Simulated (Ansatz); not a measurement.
# GdO (zincblende): Hubbard U from linear response, part 1 of 3

Aim: compute U for the open shells of GdO (zincblende) from the response of their occupations, under several protocols, and apply it.

Program: Ansatz 0.2.0. Level of theory: DFT with U by linear response, scalar-relativistic, plane waves, PAW. These are calculated values, not measurements.

3 further runs of the same task are left out: 2 that didn't finish, 1 set aside as unsound or not needed.

## 1. Starting point

It takes space group F-43m (No. 216, cubic). Conventional cell: a = 5.400 Å, b = 5.400 Å, c = 5.400 Å, α = 90.00°, β = 90.00°, γ = 90.00°. Gd (site symmetry -43m) has 4 O at 2.34 Å as nearest neighbours. Around O (site symmetry -43m) lie 4 Gd at 2.34 Å.

Coordinates:

```
CELL_PARAMETERS angstrom
0.00000 2.70000 2.70000
2.70000 0.00000 2.70000
2.70000 2.70000 0.00000
ATOMIC_POSITIONS crystal
Gd 0.00000 0.00000 0.00000
O 0.25000 0.25000 0.25000
```

An earlier run at PBE+U (U_eff = 6 eV on Gd 4f) left this cell at 19.683 Å³/atom and -0.19 GPa (8×8×8 mesh), metallic, moments in the atoms' spheres Gd 7.02 μB.

All runs below keep this geometry.

## 2. PBE, one shot, started from U = 0, 2×2×2 q-mesh, all-electron orthogonalised atomic projectors

Input file input.yaml:

```yaml
crystal:
  lattice:
    - [0.0, 2.7, 2.7]
    - [2.7, 0.0, 2.7]
    - [2.7, 2.7, 0.0]
  atoms:
    - { symbol: Gd, position: [0.0, 0.0, 0.0], spin: 7.0 }
    - { symbol: O, position: [0.25, 0.25, 0.25] }
basis:
  ecutwfc: 420
  ecutrho_ratio: 4
kpoints:
  mp_grid: { grid: [8, 8, 8] }
hamiltonian:
  xc: pbe
  hubbard:
    sites: [{ species: Gd, l: f, u_eff: linear-response }]
    lr: { qmesh: [2, 2, 2] }
scf:
  occupations: { method: gaussian, width: 0.05 }
output:
  forces: true
  stress: true
  eigenvalues: true
  populations: true
  hubbard: { sites: [{ species: Gd, l: f }] }
  dos: { projected: true, de: 0.02 }
  write_density: true
  write_potential: true
  elf: true
  volumetric_format: npy
magnetization:
  spin_polarized: true
```

On the command line:

```sh
$ ansatz run input.yaml --threads 4 --pin off --max-ram 6144MiB --backend cpu --events-out ev --progress --plain --runs-dir out
```

The program printed:

```text
Warning: output.stress: scf.convergence.dr2_threshold = 1e-7 eV (the SCF's general default) is looser than the 2e-10 eV advised for a printed stress (1e-10 eV for each atom of the cell: 2). What an SCF threshold leaves in a stress goes as its square root, and in the free energy as the threshold itself, and one threshold admits the most on a small cell: of the crystals measured, under no hybrid functional and no lock of the moments, on runs that ended without the residual-converged pass, on stresses that held no estimate of that error, the worst erred by over 100 MPa in a component at 1e-7 eV an atom and by under 5 at 1e-10. Set scf.convergence.dr2_threshold to 2e-10 eV or tighter. The threshold is an SCF's pass mark: one that does not reach it within its budget of iterations ends unconverged, or closes short of it on a stop that the run arms, and scf.convergence.dr2_threshold's page says what that costs each kind of run
Warning: RAYON_NUM_THREADS=4 ignored (pool sized by the plan → 4); use --threads N
Gd: projections on atomic orbitals take those of the free atom [Kr 4d10] 4f7 5s2 5p6 5d1 6s2, of charge +0.00 (hamiltonian.pseudopotentials.projection_atoms); the dataset's partial waves leave at most 2.5e-4 of an orbital's norm unspanned inside its sphere
O: projections on atomic orbitals take those of the free atom [He] 2s2 2p4, of charge +0.00 (hamiltonian.pseudopotentials.projection_atoms); the dataset's partial waves leave at most 1.9e-8 of an orbital's norm unspanned inside its sphere
Engine: ansatz 0.2.0, aarch64-unknown-linux-gnu
Pseudopotentials: kind: paw
Pseudopotential: Gd, paw, valence charge 18, recommended cutoff 420 eV (normal), Gd.paw.azcp
Pseudopotential: O, paw, valence charge 6, recommended cutoff 420 eV (normal), O.paw.azcp
Functional definition: PBE
  parameter kappa = 0.804
  parameter beta = 0.06672455060314922
  exchange = pbe_x(kappa = kappa, mu = beta*pi^2/3)
  correlation = pbe_c(beta = beta)
davidson cushion auto → off  (block headroom 4 ≥ Hubbard manifold empty extent 4; pin scf.eigensolver.cushion to override)
LR-U cycle 1: input U_eff = [0.000] eV
Crystal: 2 atoms, lattice volume = 39.366 Å³
Basis set: ecut = 420 eV, 749 PW (Γ), exchange–correlation on 54×54×54 points (8 copies of the dense FFT grid, shifted against one another)
Bands: 20, of which v1, the nominal top of the filled ones, is band 12 counted from 1 (11 counted from 0)
Symmetry: 24 space group operations
Space group: F-43m (ITA 216), of the structure as read, at distance tolerance 3.4e-5 Å
Magnetic group: BNS 216.74 (UNI 1576), of the structure as read, at distance tolerance 3.4e-5 Å
k-points: 29 of 512 (time reversal used)
Non-local potential: Gd, projectors of the file, l = 0: 3, l = 1: 2, l = 2: 2, l = 3: 3
Non-local potential: O, projectors of the file, l = 0: 2, l = 1: 2, l = 2: 1
PAW form: soft (Blöchl's): semilocal exchange-correlation on the pseudo side does not see the compensation charge
PAW one-centre angular grid: Gd, 590 points (default); XC on 64 Gauss nodes
PAW one-centre angular grid: O, 110 points (default); XC on 64 Gauss nodes
Initial density: superposition of atomic densities (chi_scale 0.1, normalization cell, long waves kept (reshape's long-wave potential 0.00 eV rms))
Starting moments: Σ|m| = 7 μB on 1 of 2 sites
Initial wavefunctions: pseudopotential atomic-orbital guess
Functional: x = pbe(κ = 0.804, μ = 0.2195149727645171), c = pbe(β = 0.06672455060314922)
iter 1 solved again at ethr=4.81e-2 eV; its pass at ethr=1.00e-1 eV (dr2=1.15e1 eV) is discarded
SCF iter   1: F=—  HF=-9901.282726 eV  |F-HF|=—  |Δ(HF+E_count)|=         —  Δρ=2.34e-1 (↑2.34e-1 ↓1.38e-1)  dr2=1.16e1  dr2_m=1.10e1  M=6.000 μB ∫|m|=6.168 μB  β_m=1.00  ethr=4.81e-2  ⟨swp⟩=2.0  Hψ=5164  notcnv=0
preconditioner: auto → Kerker (q_TF=auto, 2.512 Å⁻¹)  [metal: Δε(μ)=0.000 eV  Ē_g=12.124 eV  σ=0.050 eV  W_gap=0.00  n_scr=14 (ndim 8)  ℏωp=27.8 eV  f_vac=0.000  D(μ)=26.72/eV (n_scr^D=892)]
spin=Collinear: Kerker preconditioning applied to the charge; magnetization (m = ρ↑ − ρ↓) channel mixes plain (no charge-response kernel on spin).
iter 2 solved again at ethr=3.39e-3 eV; its pass at ethr=4.81e-2 eV (dr2=8.15e-1 eV) is discarded
SCF iter   2: F=—  HF=-9900.027988 eV  |F-HF|=—  |Δ(HF+E_count)|=    1.25e0  Δρ=1.29e-1 (↑6.81e-2 ↓1.29e-1)  dr2=1.00e0  dr2_m=3.39e0  M=7.045 μB ∫|m|=7.133 μB  β_m=1.00  ethr=3.39e-3  ⟨swp⟩=3.3  Hψ=5244  notcnv=0  defer=3
eigensolver tolerance schedule calibrated: the retry pair's looser diagonalisation under-reported the residual by θ = 0.19 (0.16/decade); ethr = c·dr2/N_el runs at the constant in force after the calibration composes with the one it found (an armed cap, an earlier calibration), c = 3.8e-2
SCF iter   3: F=—  HF=-9898.901173 eV  |F-HF|=—  |Δ(HF+E_count)|=    1.13e0  Δρ=2.93e-2 (↑1.49e-2 ↓2.93e-2)  dr2=6.70e-1  dr2_m=9.32e-2  M=6.579 μB ∫|m|=6.703 μB  β_m=0.30  ethr=1.60e-3  ⟨swp⟩=4.0  Hψ=3531  notcnv=0
SCF iter   4: F=—  HF=-9900.780575 eV  |F-HF|=—  |Δ(HF+E_count)|=    1.88e0  Δρ=1.93e-2 (↑9.21e-3 ↓1.93e-2)  dr2=1.50e-1  dr2_m=2.81e-2  M=7.053 μB ∫|m|=7.147 μB  β_m=1.00  ethr=1.07e-3  ⟨swp⟩=3.2  Hψ=2619  notcnv=0
SCF iter   5: F=—  HF=-9901.575826 eV  |F-HF|=—  |Δ(HF+E_count)|=   7.95e-1  Δρ=8.99e-3 (↑4.38e-3 ↓8.99e-3)  dr2=4.59e-2  dr2_m=5.90e-3  M=7.184 μB ∫|m|=7.274 μB  β_m=1.00  ethr=2.40e-4  ⟨swp⟩=3.9  Hψ=3388  notcnv=0  defer=4
SCF iter   6: F=—  HF=-9902.052172 eV  |F-HF|=—  |Δ(HF+E_count)|=   4.76e-1  Δρ=1.84e-2 (↑7.40e-3 ↓1.84e-2)  dr2=2.25e-1  dr2_m=2.45e-2  M=7.472 μB ∫|m|=7.528 μB  β_m=1.00  ethr=7.36e-5  ⟨swp⟩=3.8  Hψ=3128  notcnv=0  defer=2
SCF iter   7: F=—  HF=-9902.232014 eV  |F-HF|=—  |Δ(HF+E_count)|=   1.80e-1  Δρ=6.03e-3 (↑6.03e-3 ↓3.52e-3)  dr2=2.97e-2  dr2_m=1.19e-3  M=7.503 μB ∫|m|=7.557 μB  β_m=0.30  ethr=7.36e-5  ⟨swp⟩=4.1  Hψ=3665  notcnv=0
SCF iter   8: F=—  HF=-9902.375722 eV  |F-HF|=—  |Δ(HF+E_count)|=   1.44e-1  Δρ=3.78e-3 (↑3.78e-3 ↓1.42e-3)  dr2=5.96e-3  dr2_m=1.51e-3  M=7.469 μB ∫|m|=7.527 μB  β_m=0.30  ethr=4.76e-5  ⟨swp⟩=3.5  Hψ=3048  notcnv=0
[... 1 line left out ...]
spin-set hold released at iteration 8 (site moments contracting): the magnetisation degrees of freedom join the quasi-Newton model from the next iteration; the mixer history was flushed
[... 14 lines left out ...]
Converged-ψ floor refinement (derivative, response, wavefunction or occupation consumer): ⟨swp⟩=2.0  Hψ=1871  notcnv=0
SCF 1 converged in 22 iterations: F = -9902.531600 eV  dr2 = 9.51e-12
LR-U reference ψ shed before the perturbed-orbit SCFs — 0.01 GiB of wavefunction and exchange-operator storage released
NSCF: frozen V_eff on 29 k-points
NSCF: frozen V_eff on 130 k-points
DFPT response loops at q = (0, 0, -0.5) (fractional): preconditioner auto → Kerker (q_TF=auto, 2.512 Å⁻¹) (partly filled bands, converged f_vac=0.017); β = 1.00, the filter's whole step (`scf.mixing.beta` (0.30) is not read by the response loops under this deck's `scf.mixing.preconditioner`; to damp them name `kerker` or `kerker_dos`, under which they read `scf.mixing.beta`, and type it under 1.00, their step now; both keys bind the ground state too); Broyden in place of MSR1
NSCF: frozen V_eff on 118 k-points
DFPT response loops at q = (0, -0.5, -0.5) (fractional): mixed as the last ones told, above
NSCF: frozen V_eff on 29 k-points
DFPT response loops at q = (0, 0, 0) (fractional): mixed as the last ones told, above
LR-U cycle 1: largest |computed − input| of the U and V asked for = 5.1917 eV
LR-U result after 1 cycle(s), on the 2×2×2 q mesh at shift [0, 0, 0]:
  orbit [0]: n₀ = 7.1658, χ₀ = -0.6020 eV⁻¹, χ = -0.1460 eV⁻¹, U = 5.192 eV (written back: yes)
  q = [0.0000, 0.0000, 0.0000], weight 0.1250: sites [0] shifted on 29 pairs of k-points with 20 bands, 8 passes, the loops' stops and last bands leave some 1.2e-4 eV⁻¹ in χ
  q = [0.0000, 0.0000, -0.5000], weight 0.5000: sites [0] shifted on 65 pairs of k-points with 20 bands, 10 passes, the loops' stops and last bands leave some 4.9e-5 eV⁻¹ in χ
  q = [0.0000, -0.5000, -0.5000], weight 0.3750: sites [0] shifted on 59 pairs of k-points with 20 bands, 7 passes, the loops' stops and last bands leave some 5.8e-5 eV⁻¹ in χ
[... 1 line left out ...]
preconditioner: auto → Kerker (q_TF=auto, 2.512 Å⁻¹)  [metal: Δε(μ)=0.013 eV  Ē_g=13.733 eV  σ=0.050 eV  W_gap=0.14  n_scr=14 (ndim 8)  ℏωp=27.8 eV  f_vac=0.000  D(μ)=2.95/eV (n_scr^D=26)]
spin=Collinear: Kerker preconditioning applied to the charge; magnetization (m = ρ↑ − ρ↓) channel mixes plain (no charge-response kernel on spin).
[... 3 lines left out ...]
SCF iter   5: F=—  HF=-9901.505052 eV  |F-HF|=—  |Δ(HF+E_count)|=   9.63e-1  Δρ=3.84e-3 (↑3.84e-3 ↓2.26e-3)  dr2=7.42e-3  dr2_m=9.77e-4  M=7.923 μB ∫|m|=7.925 μB  β_m=0.30  ethr=1.57e-4  ⟨swp⟩=2.5  Hψ=2404  notcnv=0  defer=71
Mixer restart at iter 5: flushing history
spin-set hold released at iteration 5 (site moments contracting): the magnetisation degrees of freedom join the quasi-Newton model from the next iteration; the mixer history was flushed
SCF iter   6: F=—  HF=-9901.929627 eV  |F-HF|=—  |Δ(HF+E_count)|=   4.25e-1  Δρ=3.05e-3 (↑3.05e-3 ↓2.30e-3)  dr2=5.46e-3  dr2_m=8.36e-4  M=7.929 μB ∫|m|=7.931 μB  β_m=0.65  ethr=3.09e-5  ⟨swp⟩=2.6  Hψ=2251  notcnv=0  defer=71
SCF iter   7: F=—  HF=-9902.348533 eV  |F-HF|=—  |Δ(HF+E_count)|=   4.19e-1  Δρ=1.83e-3 (↑1.83e-3 ↓1.11e-3)  dr2=1.20e-3  dr2_m=6.35e-4  M=7.940 μB ∫|m|=7.942 μB  β_m=0.66  ethr=2.27e-5  ⟨swp⟩=2.6  Hψ=2467  notcnv=0  defer=71
SCF iter   8: F=—  HF=-9902.348532 eV  |F-HF|=—  |Δ(HF+E_count)|=   3.75e-7  Δρ=6.90e-4 (↑5.28e-4 ↓6.90e-4)  dr2=6.19e-4  dr2_m=5.56e-5  M=7.941 μB ∫|m|=7.942 μB  β_m=0.73  ethr=5.01e-6  ⟨swp⟩=2.4  Hψ=2051  notcnv=0  defer=71
SCF iter   9: F=—  HF=-9902.348749 eV  |F-HF|=—  |Δ(HF+E_count)|=   2.17e-4  Δρ=4.08e-4 (↑4.08e-4 ↓3.20e-4)  dr2=2.77e-4  dr2_m=1.22e-5  M=7.941 μB ∫|m|=7.942 μB  β_m=0.86  ethr=2.58e-6  ⟨swp⟩=2.4  Hψ=1960  notcnv=0  defer=71
SCF iter  10: F=—  HF=-9902.348868 eV  |F-HF|=—  |Δ(HF+E_count)|=   1.19e-4  Δρ=2.15e-4 (↑2.15e-4 ↓1.96e-4)  dr2=7.73e-5  dr2_m=1.16e-6  M=7.941 μB ∫|m|=7.942 μB  β_m=0.91  ethr=1.16e-6  ⟨swp⟩=2.0  Hψ=1275  notcnv=0  defer=71
SCF iter  11: F=—  HF=-9902.348904 eV  |F-HF|=—  |Δ(HF+E_count)|=   3.55e-5  Δρ=1.49e-4 (↑1.43e-4 ↓1.49e-4)  dr2=3.14e-5  dr2_m=3.67e-8  M=7.941 μB ∫|m|=7.943 μB  β_m=0.79  ethr=3.22e-7  ⟨swp⟩=2.0  Hψ=1508  notcnv=0  defer=71
SCF iter  12: F=—  HF=-9902.348903 eV  |F-HF|=—  |Δ(HF+E_count)|=   4.02e-7  Δρ=1.38e-5 (↑8.95e-6 ↓1.38e-5)  dr2=2.13e-7  dr2_m=4.79e-9  M=7.941 μB ∫|m|=7.943 μB  β_m=0.90  ethr=1.31e-7  ⟨swp⟩=2.0  Hψ=1384  notcnv=0  defer=71
SCF iter  13: F=-9902.348903 eV  HF=-9902.348903 eV  |F-HF|=8.35e-10  |Δ(HF+E_count)|=   4.47e-8  Δρ=2.11e-6 (↑1.48e-6 ↓2.11e-6)  dr2=5.46e-9  dr2_m=6.77e-11  M=7.941 μB ∫|m|=7.943 μB  ethr=4.17e-10  ⟨swp⟩=12.4  Hψ=8284  notcnv=0
SCF 2 converged in 13 iterations: F = -9902.348903 eV  dr2 = 5.46e-9
SCF converged after 13 iterations
Magnetization: 7.9410 μB (15.9705 up, 8.0295 down)
Absolute magnetization: 7.9425 μB (∫|ρ↑−ρ↓|, with the PAW one-centre terms)
Spin contamination: 0.0094 ħ² per cell (⟨S²⟩ above its minimum at these occupations)
Per-site moments (μB) at R_I (Å): [(7.015781829332658, 0.9645357934649187), (0.023331720673942482, 0.9645357934649187)]
Free energy (F): -9902.348903 eV
Harris-Foulkes:  -9902.348903 eV  (|F-HF|=8.35e-10)
Internal energy: -9902.347881 eV  (E = F + TS)
E sigma→0 (E₀):  -9902.348392 eV
Entropy (-TS):   -0.001023 eV (-0.511 meV/atom)
Fermi energy:    12.505334 eV
--- Per-component energies (eV) ---
  E_band       = -49.434164
  E_kinetic    = 580.322739
  E_local      = -2481.102242  (includes V_loc(G=0)·N_el)
  E_nonlocal   = 332.937966
  E_hartree    = 1011.386653
  E_xc         = -309.088353
  E_vxc        = -349.658003  (∫ρ·V_xc dr)
  E_hubbard    = 0.084637  (on-site DFT+U / exact-exchange correction)
  E_vhub       = -18.062092  (the Hubbard potential's part of the band-sum identity)
  E_paw        = -6605.260213  (= ΣΔE_a)
  E_vpaw       = -136.647015  (= ΣTr[D̂ρ^β])
  E_aug_tail   = 0.002420  (compensation charges beyond the density's cutoff)
  E_ewald      = -2431.631488
  E_smearing   = -0.001023  (= −TS)
  E_closure    = -0.000000  (closes the sum)
  Σ components = -9902.348903   (vs F -9902.348903, Δ=0.00e0)
--- Forces (eV/Å), atoms counted from 1 ---
  atom   1  Gd     0.00000000    -0.00000000     0.00000000
  atom   2  O     -0.00000000     0.00000000     0.00000000
  max |Σ_I F_I| component: 8.33e-17 eV/Å
--- Stress (GPa, compression-positive) ---
       -0.274625       0.000000      -0.000000
       -0.000000      -0.274625       0.000000
       -0.000000      -0.000000      -0.274625
  P = ⅓ Tr σ = -0.2746 GPa (-2.746 kbar)
--- Band table (eV; the first three rows and the last of 58) ---
  k-point 0 ↑: bands = ["-33.5132", "-10.7222", "-10.7222", "-10.7222", "-6.9473", "4.1816", "4.1816", "4.1816", "4.3103", "4.3466", "4.3466", "4.3466", "6.8869", "6.8869", "6.8869", "10.0960", "14.8686", "14.8686", "16.8163", "16.8163"]
  k-point 1 ↑: bands = ["-33.5079", "-10.8685", "-10.7333", "-10.7333", "-6.8123", "4.1832", "4.1906", "4.1906", "4.3231", "4.3324", "4.3324", "4.3470", "6.7305", "6.9628", "6.9628", "10.7009", "14.6181", "14.6181", "16.4753", "17.1106"]
  k-point 2 ↑: bands = ["-33.4951", "-11.1820", "-10.7597", "-10.7597", "-6.5350", "4.1937", "4.2063", "4.2063", "4.3091", "4.3091", "4.3362", "4.3481", "6.6581", "7.1237", "7.1237", "11.8644", "14.3904", "14.3904", "15.8556", "17.3683"]
  k-point 28 ↓: bands = ["-30.2445", "-9.7323", "-8.6592", "-8.5347", "-5.2634", "7.2780", "7.3433", "8.0933", "13.4250", "13.8189", "14.7264", "14.7405", "14.8362", "14.8605", "14.9048", "15.0036", "15.0288", "16.8409", "18.0560", "19.3357"]
Occupation matrices written to <dir>
--- Löwdin populations: 2 sites ---
  site symbol       q [e]    m [muB]
     0     Gd     17.2722     7.8417
     1      O      6.6319     0.0350
  spilling = 0.003996 (of n_electrons = 24.000000)
--- Occupation matrices: 1 shell (run DFT+U table (all-electron-ortho-atomic); ε = 9.20e-5) ---
  Gd0 f_4F: site group Td (-43m)
  Gd0 f_4F up     Tr n = 6.9953  λ = 0.998 0.999 0.999 0.999 1.000 1.000 1.000  [xyz 1.00 (A1 1.00) A1(1.00) | 3× z3 0.33 (T2 1.00) T2(1.00) | 3× z(x2-y2) 0.33 (T1 1.00) T1(1.00)]
  Gd0 f_4F dn     Tr n = 0.0280  λ = 0.003 0.003 0.003 0.004 0.004 0.004 0.008  [3× z3 0.33 (T2 1.00) T2(1.00) | 3× z(x2-y2) 0.33 (T1 1.00) T1(1.00) | xyz 1.00 (A1 1.00) A1(1.00)]
  Tr n, λ and their labels are of the run-group-symmetrised matrices; stabiliser: 24 of 48 elements of G0×{1,Θ} (closed), max defect 3.9e-15 at τ = 2.0e-5
```

It took 22 s on 4 threads of Arm Neoverse V1, shared host; peak memory 0.53 GiB.

In short: volume 19.683 Å³/atom, pressure -0.27 GPa, a metal on this mesh, moments in the atoms' spheres Gd 7.02 μB.

U = χ0⁻¹ − χ⁻¹ is taken from the full response matrices; their on-site elements and the result:

```
shell on atoms  occupation in the state that responds  χ0 (1/eV)  χ (1/eV)  U (eV)
          Gd 1                                   7.17     -0.602    -0.146    5.19
```

Counts of states by energy window, in eV from the Fermi level:

```
from  to    up  down  Gd 4f  Gd 5d  O 2p  Gd 6s
  -7  -6  0.08  0.00   0.00   0.02  0.05   0.01
  -6  -5  1.96  1.58   0.07   0.68  2.59   0.15
  -5  -4  0.96  1.42   0.04   0.27  1.99   0.03
  -4  -3  0.00  0.00   0.00   0.00  0.00   0.00
  -3  -2  0.00  0.00   0.00   0.00  0.00   0.00
  -2  -1  0.06  0.00   0.00   0.02  0.00   0.02
  -1   0  0.92  0.03   0.00   0.56  0.12   0.16
   0   1  0.44  0.36   0.03   0.52  0.10   0.09
   1   2  0.58  1.46   0.43   1.26  0.15   0.10
   2   3  0.81  6.94   6.30   1.20  0.13   0.04
   3   4  0.67  0.81   0.13   1.07  0.08   0.08
```

Below -7 eV the file holds 7.0 more states, down to its end at -10 eV.

The projection uses the shells of the potentials' files: it has no valence p orbitals on Gd, so such weight is missing from the shares.

(Continued in part 2 of 3.)
